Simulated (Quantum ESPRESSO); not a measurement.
Runs of Quantum ESPRESSO 7.5 on Pb. The cell holds a slab with vacuum, 4 atoms: a = 3.480 Å, b = 3.480 Å, c = 23.385 Å, α = 90.00°, β = 90.00°, γ = 120.00°. The slab is cut from a database's or a generator's crystal, which needn't be the stable form of the element.

```tsv
smearing	gap on the mesh (eV)	largest force (eV/Å)	work function (eV)
methfessel-paxton 0.1 eV	none	0.40	(a)
methfessel-paxton 0.05 eV	none	0.40	3.77
methfessel-paxton 0.01 eV	none	0.40	3.77
methfessel-paxton 0.025 eV	none	0.40	3.77
methfessel-paxton 0.2 eV	none	0.40	3.84
```

Alike in all rows: task work function; level PBE; potentials or basis PseudoDojo 0.4.1 SR PBE standard; no spin polarisation; cell as given; k mesh 9 × 9 × 1; cutoff (eV) 762.

Fill in the values left out.

(a) 3.78.

A k mesh can miss the band edges, and the runs leave out spin-orbit coupling on Pb.

A gap of «none» marks a metal or a gap under the smearing width.
